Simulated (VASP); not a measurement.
Input of a VASP 6.6.1 run:

The input INCAR:

```
PREC = Accurate ; ENCUT = 520
EDIFF = 1E-7 ; ISMEAR = -1
SIGMA = 0.05 ; LREAL = False
LASPH = True ; NELM = 80
ALGO = Fast ; ISIF = 2
LWAVE = False ; LCHARG = False
```

Contents of KPOINTS:

```
regular mesh
0
Gamma
  16 16 4
```

File POSCAR:

```
C
1.0
    2.4610000000      0.0000000000      0.0000000000
   -1.2305000000      2.1312885187      0.0000000000
    0.0000000000      0.0000000000      7.3788000000
C
4
Direct
    0.0000000000      0.0000000000      0.2500000000
    0.3333333333      0.6666666667      0.2500000000
    0.0000000000      0.0000000000      0.7500000000
    0.6666666667      0.3333333333      0.7500000000
```

Potentials or basis: VASP PAW LDA potentials, release 64 (C).

Command:

```console
$ cat potpaw_LDA.64/C/POTCAR > POTCAR
$ mpirun -np 1 vasp_std > vasp.out
```

(1) Estimate the pressure.

(2) Predict the band gap on the k mesh.

Results:

(1) -4.7 GPa.

(2) 0.81 eV, direct.
